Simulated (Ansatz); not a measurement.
# Mg (Im-3m) in Ansatz: a series of runs

Aim: see how the results for Mg move with the level of theory and the settings. Levels: BLYP, LC-wPBE+D3(BJ). Tasks: relaxation of cell and atoms, single point.

All numbers are computed with Ansatz 0.2.0; they aren't measurements. Logs are shortened: lines on timing, memory, paths and dates and some standing lists are left out, and cuts for length are marked.

### 1 Starting point

The structure is cubic, space group Im-3m (No. 229). Conventional cell: a = 3.546 Å, b = 3.546 Å, c = 3.546 Å, α = 90.00°, β = 90.00°, γ = 90.00°. Mg (site symmetry m-3m) has 8 Mg at 3.07 Å as nearest neighbours.

This isn't the form of Mg at room conditions, which is hcp.

### 2 Relaxation of cell and atoms, BLYP, collinear spin, program default start

File run.py:

```python
import json

import ase.io
import numpy as np
from ase.calculators.calculator import CalculationFailed, Calculator
from ase.stress import full_3x3_to_voigt_6_stress
from ase.units import GPa
from ase.optimize import BFGS
from ase.filters import FrechetCellFilter

import ansatz as az

class AnsatzCalculator(Calculator):
    implemented_properties = ["energy", "free_energy", "forces", "stress", "magmom"]

    def calculate(self, atoms, properties, system_changes):
        super().calculate(atoms, properties, system_changes)
        structure = atoms.copy()
        structure.set_constraint()
        structure.set_momenta(None)
        structure.set_masses(None)
        outcome = (
            az.Crystal.from_ase(structure)
            .calculation()
            .basis(xc_grid=2)
            .kpoints(8, 8, 8)
            .functional("blyp")
            .pseudopotentials(kind="paw", partial_waves="polarizable")
            .spin("collinear")
            .scf(tolerance=2e-10)
            .occupations(method="fermi_dirac", width=0.001)
            .forces()
            .stress()
            .run(threads=2)
        )
        if not outcome.report["converged"]:
            raise CalculationFailed("SCF not converged")
        report = outcome.report
        self.results = {
            "free_energy": report["lagrangian_ev"],
            "energy": report["lagrangian_ev"],
            "forces": np.array(report["forces_ev_ang"]),
            "stress": -GPa * full_3x3_to_voigt_6_stress(report["stress_gpa"]),
            "magmom": report["magnetization_mub"],
        }

np.set_printoptions(precision=5, suppress=True, linewidth=110)
atoms = ase.io.read("Mg.cif")
atoms.info.pop("occupancy", None)
atoms.calc = AnsatzCalculator()
BFGS(FrechetCellFilter(atoms)).run(fmax=0.05, steps=30)
print(f"final energy {atoms.get_potential_energy():.6f} eV, volume {atoms.get_volume() / len(atoms):.4f} A^3/atom")
print("stress (GPa)", atoms.get_stress() / GPa)
print("cell (A)", atoms.cell[:], "scaled positions", atoms.get_scaled_positions(wrap=False), sep="\n")
```

File Mg.cif:

```cif
data_Mg
_cell_length_a 3.07051818
_cell_length_b 3.07051818
_cell_length_c 3.07051818
_cell_angle_alpha 109.47122063
_cell_angle_beta 109.47122063
_cell_angle_gamma 109.47122063
_space_group_name_H-M_alt 'P1'
_space_group_name_Hall 'P 1'
_space_group_IT_number 1
loop_
_space_group_symop_operation_xyz
'x,y,z'
loop_
_atom_site_label
_atom_site_type_symbol
_atom_site_symmetry_multiplicity
_atom_site_Wyckoff_symbol
_atom_site_fract_x
_atom_site_fract_y
_atom_site_fract_z
_atom_site_occupancy
Mg1 Mg 1 a 0.0000000000 0.0000000000 0.0000000000 1
```

Potentials or basis: Ansatz PAW polarizable.

Command:

```
> python run.py
```

The log of the run:

```text
DeckWarning: basis.ecutwfc = 420 eV, auto-derived from the records' recommended cutoffs: set by Mg (normal level)
DeckWarning: output.stress: scf.convergence.dr2_threshold = 2e-10 eV is looser than the 1e-10 eV advised for a printed stress (1e-10 eV for each atom of the cell: 1). What an SCF threshold leaves in a stress goes as its square root, and in the free energy as the threshold itself, and one threshold admits the most on a small cell: of the crystals measured, under no hybrid functional and no lock of the moments, on runs that ended w [...]
PlacementWarning: RAYON_NUM_THREADS=2 ignored (pool sized by the plan → 2); use plan(threads=…)
RunWarning: this spin-polarised run has no starting moment large enough to seed its density, so its SCF can try parallel moments of its own, which can die out, and starts no order whose moments cancel. Behind that start scf.lower_state_search: light tries no other order and makes no probe for moments, and off searches nothing, so another order or size of moments can lie lower. To look for one, give starting moments (crystal.atom [...]
      Step          Energy          fmax
BFGS:    0    -1926.714761        0.221907
BFGS:    1    -1926.716642        0.173764
BFGS:    2    -1926.719728        0.008227
final energy -1926.719728 eV, volume 23.2836 A^3/atom
stress (GPa) [-0.05661 -0.05661 -0.05661  0.      -0.       0.     ]
cell (A)
[[ 3.11571  0.       0.     ]
 [-1.03857  2.93752  0.     ]
 [-1.03857 -1.46876  2.54397]]
scaled positions
[[-0. -0.  0.]]
```

engine_input.yaml:

```text
crystal:
  lattice:
    - [3.07051818, 0.0, 0.0]
    - [-1.0235060597731047, 2.894912302526321, 0.0]
    - [-1.0235060597731047, -1.4474561507818429, 2.507067595993785]
  atoms:
    - { symbol: Mg, position: [0.0, 0.0, 0.0] }
basis:
  xc_grid: 2
kpoints:
  mp_grid:
    grid: [8, 8, 8]
hamiltonian:
  xc: blyp
  pseudopotentials:
    kind: paw
    partial_waves: polarizable
magnetization:
  spin_polarized: true
scf:
  convergence:
    dr2_threshold: 2.0e-10
  occupations:
    method: fermi_dirac
    width: 0.001
output:
  forces: true
  stress: true
```

Run time: 1.7 s. Hardware: 2 threads of Intel Xeon 6975P-C (Granite Rapids), shared host; peak memory 0.42 GiB.

Results:

| Quantity | Value |
| --- | --- |
| Free energy | -1926.7197 eV |
| Relaxed volume | 23.28 Å³/atom |
| Relaxed cell | a = 3.116 Å, b = 3.116 Å, c = 3.116 Å, α = 109.47°, β = 109.47°, γ = 109.47° |
| Space group after relaxing (to 0.05 Å) | Im-3m (No. 229) |
| Energy gained by relaxing | 5.0 meV/atom |
| Ionic steps | 3 |
| Pressure after relaxing | 0.1 GPa |
| Net moment | 0.00 μB per cell |
| Absolute moment | 0.00 μB per cell |

Step by step:
```tsv
step	energy change (eV)	largest force (eV/Å)	pressure (GPa)	volume (Å³)
1	0.0000	0.0000	1.60	22.29
2	-0.0019	0.0000	1.24	22.50
3	-0.0050	0.0000	0.06	23.28
```

Final structure:
```
Mg
1.0
     3.11571    0.00000    0.00000
    -1.03857    2.93752    0.00000
    -1.03857   -1.46876    2.54397
Mg
1
Direct
  0.00000 0.00000 0.00000
```

Caveat: the potentials were made for another functional, which shifts forces and pressure; the thresholds are loose for stress.

### 3 Single point, LC-wPBE+D3(BJ)

Edit run.py of step 2 so:

```diff
@@ -7,4 +7,2 @@
 from ase.units import GPa
-from ase.optimize import BFGS
-from ase.filters import FrechetCellFilter
 
@@ -27,7 +25,6 @@
             .kpoints(8, 8, 8)
-            .functional("blyp")
-            .pseudopotentials(kind="paw", partial_waves="polarizable")
-            .spin("collinear")
+            .functional("lc_wpbe", dispersion="d3bj")
+            .pseudopotentials(kind="paw")
             .scf(tolerance=2e-10)
-            .occupations(method="fermi_dirac", width=0.001)
+            .occupations(method="methfessel_paxton", width=0.1)
             .forces()
@@ -49,8 +46,7 @@
 np.set_printoptions(precision=5, suppress=True, linewidth=110)
-atoms = ase.io.read("Mg.cif")
-atoms.info.pop("occupancy", None)
+atoms = ase.io.read("POSCAR", format="vasp")
 atoms.calc = AnsatzCalculator()
-BFGS(FrechetCellFilter(atoms)).run(fmax=0.05, steps=30)
-print(f"final energy {atoms.get_potential_energy():.6f} eV, volume {atoms.get_volume() / len(atoms):.4f} A^3/atom")
-print("stress (GPa)", atoms.get_stress() / GPa)
-print("cell (A)", atoms.cell[:], "scaled positions", atoms.get_scaled_positions(wrap=False), sep="\n")
+print(f"free energy {atoms.get_potential_energy():.6f} eV")
+print("forces (eV/A)", atoms.get_forces(), sep="\n")
+print("stress (GPa, Voigt, tension positive)", atoms.get_stress() / GPa, sep="\n")
+print(f"moment {atoms.get_magnetic_moment():.4f} muB")
```

File POSCAR:

```
Mg
1.0
   -1.7727644967      1.7727644967      1.7727644967
    1.7727644967     -1.7727644967      1.7727644967
    1.7727644967      1.7727644967     -1.7727644967
Mg
1
Direct
    0.0000000000      0.0000000000      0.0000000000
```

Potentials or basis: Ansatz PAW.

Command:

```
> python run.py
```

The log of the run:

```text
DeckWarning: basis.ecutwfc = 420 eV, auto-derived from the records' recommended cutoffs: set by Mg (normal level)
DeckWarning: output.stress: scf.convergence.dr2_threshold = 2e-10 eV is looser than the 1e-10 eV advised for a printed stress (1e-10 eV for each atom of the cell: 1). What an SCF threshold leaves in a stress goes as its square root, and in the free energy as the threshold itself, and one threshold admits the most on a small cell: of the crystals measured, under no hybrid functional and no lock of the moments, on runs that ended w [...]
DeckWarning: output.stress: scf.exx.energy_threshold = 1e-6 eV is looser than the 1e-8 eV advised for a stress under a hybrid functional (1e-8 eV for each atom of the cell: 1). Every SCF of the exchange loop can meet its threshold on dr2 while the loop round them stops early: no threshold on dr2 bounds what that leaves in the stress. Set scf.exx.energy_threshold to 1e-8 eV or tighter. The threshold is the loop's pass mark: a loop [...]
PlacementWarning: RAYON_NUM_THREADS=2 ignored (pool sized by the plan → 2); use plan(threads=…)
free energy -1925.219569 eV
forces (eV/A)
[[ 0. -0.  0.]]
stress (GPa, Voigt, tension positive)
[3.10136 3.10136 3.10136 0.      0.      0.     ]
moment 0.0000 muB
```

engine_input.yaml:

```text
crystal:
  lattice:
    - [-1.7727644967, 1.7727644967, 1.7727644967]
    - [1.7727644967, -1.7727644967, 1.7727644967]
    - [1.7727644967, 1.7727644967, -1.7727644967]
  atoms:
    - { symbol: Mg, position: [0.0, 0.0, 0.0] }
basis:
  xc_grid: 2
kpoints:
  mp_grid:
    grid: [8, 8, 8]
hamiltonian:
  xc: lc_wpbe
  dispersion: d3bj
  pseudopotentials:
    kind: paw
scf:
  convergence:
    dr2_threshold: 2.0e-10
  occupations:
    method: methfessel_paxton
    width: 0.1
output:
  forces: true
  stress: true
```

It took 8.6 s on 2 threads of Intel Xeon 6975P-C (Granite Rapids), shared host; peak memory 0.95 GiB.

What came out:

| Item | Value |
| --- | --- |
| Free energy | -1925.2196 eV |
| Pressure | -3.1 GPa |
| Band gap on the k mesh | none (metal or under the smearing width) |

Caveat: the PAW data sets were made with another functional, which shifts forces and pressure a little; pairwise dispersion overbinds metals, which lowers pressure and volume; the thresholds are loose for stress.
